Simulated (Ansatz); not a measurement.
This Ansatz input for MoTe2 was spoiled on purpose:

```yaml
crystal:
  lattice:
    - [3.556566413478, 2.886752936527e-11, 0.0]
    - [-1.778283206764, 3.080076864304, 0.0]
    - [0.0, 0.0, 15.3398765745]
  atoms:
    - { symbol: Te, position: [0.3333333333333, 0.6666666666667, 0.6321297193] }
    - { symbol: Te, position: [0.6666666666667, 0.3333333333333, 0.1321297193] }
    - { symbol: Te, position: [0.3333333333333, 0.6666666666667, 0.8678702807] }
    - { symbol: Te, position: [0.6666666666667, 0.3333333333333, 0.3678702807] }
    - { symbol: Mo, position: [0.3333333333333, 0.6666666666667, 0.25], spin: 2.0 }
    - { symbol: Mo, position: [0.6666666666667, 0.3333333333333, 0.75], spin: 2.0 }
basis:
  ecutwfc: 420
  ecutrho_ratio: 4
kpoints:
  mp_grid: { grid: [10, 10, 2] }
hamiltonian:
  xc: gga
scf:
  occupations: { method: gaussian, width: 0.05 }
  max_iter: 75
output:
  forces: true
  stress: true
magnetization:
  spin_polarized: true
```

Launched as:
```sh
ansatz run input.yaml --threads 4 --pin off --max-ram 7168MiB --backend cpu --events-out ev --progress --plain --runs-dir out
```

Question: What is wrong with it?

Answer: An unknown functional. Against the sound input: hamiltonian.xc: "pbe" → "gga" (the cap on iterations is only a precaution).

What the program printed:

```
Error: YAML parse error: error: line 19 column 7: hamiltonian.xc: unknown variant `gga`, expected one of `lda`, `lda-pw`, `pw92`, `pbe`, `pbesol`, `rpbe`, `revpbe`, `blyp`, `pbe0`, `revpbe0`, `b3lyp`, `b3lyp5`, `hse06`, `wpbeh`, `hiss`, `lc_wpbe`, `cam_b3lyp`, `hf`, `r2scan`, `r2scanh`, `r2scan0`, `r2scan50`, `mr2scan`
  --> <input>:19:7
   |
```

The input was refused before any iteration. It ran for 0.02 s on 4 threads of Arm Neoverse V2 (shared host), peak memory 0.022 GiB. The run before the change (PBE, 420 eV, 10×10×2 mesh) gave:

| run | P (GPa) | gap on the mesh (eV) | cell moment (μB) | largest force component (eV/Å) |
| --- | --- | --- | --- | --- |
| sound | 0.0 | 1.05 | 0.00 | 0.000 |

The two runs also differ in their start: the sound one had the moments 0.00, 0.00, 0.00, 0.00, 0.05, 0.05 μB typed, and went on from the state of an earlier run.

The chain of runs began from a cell as deposited in COD, expanded in volume. The relaxation kept the space group but changed the cell's proportions, one axis by 6 % at equal volume, so the results may not describe the measured structure. The database's entry of this formula in the relaxed cell's space group, P6_3/mmc, has axes of 3.518 × 3.518 × 13.974 Å and 24.96 Å³/atom (1963), the relaxed one 3.557 × 3.557 × 15.340 Å and 28.01.

Of that run: Semilocal functionals underestimate band gaps, commonly by a third or more. The structure is built of weakly bound layers, and this functional has no dispersion term, so their spacing and all that hangs on it (volume, the soft elastic constants, low modes, dielectric constants) are poorly given.
